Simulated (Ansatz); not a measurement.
**HfB2: response to strain**

HfB2 is deformed so: zz strain of -3 %. What stress and forces result, by LAPW, PAW and all-electron datasets made for the crystal?

Program: Ansatz 0.2.0. Level of theory: DFT PBE, scalar-relativistic. These are calculated values, not measurements.

### Step 1. The structure to begin with

Symmetry: P6/mmm, No. 191, hexagonal system. The conventional cell has a = 3.140 Å, b = 3.140 Å, c = 3.480 Å, α = 90.00°, β = 90.00°, γ = 120.00°. Hf (site symmetry 6/mmm) has 12 B at 2.51 Å as nearest neighbours. Around B (site symmetry -6m2) lie 3 B at 1.81 Å and 6 Hf at 2.51 Å.

As a file:

```cif
data_structure
_symmetry_space_group_name_H-M 'P6/mmm'
_symmetry_Int_Tables_number 191
_cell_length_a 3.1400
_cell_length_b 3.1400
_cell_length_c 3.4800
_cell_angle_alpha 90.000
_cell_angle_beta 90.000
_cell_angle_gamma 120.000
_cell_volume 29.71
loop_
_atom_site_label
_atom_site_type_symbol
_atom_site_symmetry_multiplicity
_atom_site_Wyckoff_symbol
_atom_site_fract_x
_atom_site_fract_y
_atom_site_fract_z
_atom_site_occupancy
Hf1 Hf 1 a 0.00000 0.00000 0.00000 1
B1 B 2 d 0.33333 0.66667 0.50000 1
```

The file gives the conventional cell by its symmetry; the runs use the cell typed in the input.

Atoms are numbered in the order of the input: Hf1, B2, B3.

### Step 2. After the deformation

Space group P6/mmm before, P6/mmm after.

### Step 3. All-electron LAPW

input.yaml reads:

```yaml
crystal:
  lattice:
    - [3.1400001005, 0.0, 0.0]
    - [-1.5700000503, 2.7193198549, 0.0]
    - [0.0, 0.0, 3.3756]
  atoms:
    - { symbol: Hf, position: [0.0, 0.0, 0.0] }
    - { symbol: B, position: [0.3333333333, 0.6666666667, 0.5] }
    - { symbol: B, position: [0.6666666667, 0.3333333333, 0.5] }
kpoints:
  mp_grid: { grid: [13, 13, 11] }
  band_path:
    path:
      - [0.0, 0.0, 0.0]
      - [0.5, 0.0, 0.0]
      - [0.3333333333, 0.3333333333, 0.0]
      - [0.0, 0.0, 0.0]
      - [0.0, 0.0, 0.5]
      - [0.5, 0.0, 0.5]
      - [0.3333333333, 0.3333333333, 0.5]
      - [0.0, 0.0, 0.5]
      - [0.5, 0.0, 0.5]
    npoints: 5
scf:
  occupations: { method: fermi_dirac, width: 0.05 }
hamiltonian:
  xc: pbe
  pseudopotentials: { kind: all_electron, lapw: { basis_error: 0.0005 } }
output:
  forces: true
  stress: true
  eigenvalues: true
```

The run is started by

```console
$ ansatz run input.yaml --threads 1 --pin off --max-ram 6144MiB --backend cpu --events-out ev --progress --plain --runs-dir out
```

### Step 4. PAW on the default files

input.yaml reads:

```yaml
crystal:
  lattice:
    - [3.1400001005, 0.0, 0.0]
    - [-1.5700000503, 2.7193198549, 0.0]
    - [0.0, 0.0, 3.3756]
  atoms:
    - { symbol: Hf, position: [0.0, 0.0, 0.0] }
    - { symbol: B, position: [0.3333333333, 0.6666666667, 0.5] }
    - { symbol: B, position: [0.6666666667, 0.3333333333, 0.5] }
kpoints:
  mp_grid: { grid: [13, 13, 11] }
scf:
  occupations: { method: fermi_dirac, width: 0.05 }
hamiltonian:
  xc: pbe
  pseudopotentials: { kind: paw }
output:
  forces: true
  stress: true
  eigenvalues: true
  efg: { contact_densities: true }
  write_density: true
  write_potential: true
  elf: true
  volumetric_format: npy
```

### Step 5. All-electron PAW on datasets made for the crystal

input.yaml: that of step 4 with these lines changed.

```diff
@@ -15,3 +15,3 @@
   xc: pbe
-  pseudopotentials: { kind: paw }
+  pseudopotentials: { kind: all_electron, datasets: crystal }
 output:
@@ -21,5 +21 @@
   efg: { contact_densities: true }
-  write_density: true
-  write_potential: true
-  elf: true
-  volumetric_format: npy
```

(Steps that only read results are left out.)

Before running it: what results should come out? Wanted: pressure; largest shear or deviatoric stress.

**Answer**, as computed:

| quantity | value |
| --- | --- |
| pressure | LAPW 9.16, PAW 9.06, crystal datasets 9.16 GPa |
| largest shear or deviatoric stress (LAPW) | 6.97 GPa |

In words: The largest part of the stress beyond the pressure is 6.97 GPa in size, in the zz component; the atoms are carried along and not relaxed. No run of the undeformed cell stands beside it, so the pressure holds what the given cell had before the change. PAW: stress within 0.15 GPa of LAPW. Crystal datasets: stress within 0.01 GPa of LAPW. Spin-orbit coupling is left out, though the cell holds Hf; in elements this heavy it can shift bands and gaps by tenths of an eV.
